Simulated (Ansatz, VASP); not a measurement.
## One calculation of ZnO, two programs

Contents of POSCAR:

```
ZnO
1.0
    0.0000000000      2.1525475758      2.1525475758
    2.1525475758      0.0000000000      2.1525475758
    2.1525475758      2.1525475758      0.0000000000
Zn O
1 1
Direct
    0.0000000000      0.0000000000      0.0000000000
    0.5000000000      0.5000000000      0.5000000000
```

File INCAR.step1:

```
ALGO = Normal ; EDIFF = 1E-4
ENCUT = 520 ; GGA = PE
ISMEAR = 0 ; LASPH = True
LCHARG = False ; LREAL = False
LWAVE = True ; NBANDS = 16
NELM = 100 ; PREC = Accurate
SIGMA = 0.01
```

The input INCAR.step2:

```
ALGO = Normal ; EDIFF = 1E-6
ENCUT = 520 ; ISIF = 2
ISMEAR = 0 ; ISTART = 1
LASPH = True ; LCHARG = True
LELF = True ; LMIXTAU = True
LREAL = False ; LVHAR = True
LWAVE = False ; METAGGA = R2SCAN
NBANDS = 16 ; NELM = 100
PREC = Accurate ; SIGMA = 0.01
```

KPOINTS

```
k-points
0
Gamma
  10 10 10
```

Input for Ansatz:

```yaml
crystal:
  lattice:
    - [0.0, 2.1525475758, 2.1525475758]
    - [2.1525475758, 0.0, 2.1525475758]
    - [2.1525475758, 2.1525475758, 0.0]
  atoms:
    - { symbol: Zn, position: [0.0, 0.0, 0.0] }
    - { symbol: O, position: [0.5, 0.5, 0.5] }
kpoints:
  mp_grid: { grid: [10, 10, 10] }
  band_path:
    path:
      - [0.0, 0.0, 0.0]
      - [0.5, 0.0, 0.5]
      - [0.625, 0.25, 0.625]
      - [0.375, 0.375, 0.75]
      - [0.5, 0.5, 0.5]
      - [0.5, 0.25, 0.75]
    npoints: 1
hamiltonian:
  xc: r2scan
scf:
  occupations: { method: fixed }
  n_extra_bands: 4
output:
  forces: true
  stress: true
  eigenvalues: true
```

Change from the starting cell: hydrostatic strain +0.9%.

Alike in both runs: task single point; functional r2SCAN; k mesh 10 × 10 × 10; no spin polarisation.

|  | VASP | Ansatz |
| --- | --- | --- |
| version | VASP 6.6.1 | Ansatz 0.2.0 |
| potentials or method | VASP PAW PBE potentials, release 64 (Zn, O) | plane waves, PAW |
| plane-wave cutoff (eV) | 520 | 500 |
| occupations | gaussian, width 0.01 eV | fixed |
| valence electrons in the cell | 18 | 18 |

Ansatz gave:

- gap on the k mesh at the Fermi level (eV): 1.44
- pressure (GPa): -4.8

Q: Which values does VASP return?

A: gap on the k mesh at the Fermi level (eV): 1.42; pressure (GPa): -3.4.

Caveats: the PAW data sets were made with another functional, which shifts forces and pressure a little (VASP). A k mesh can miss the band edges.
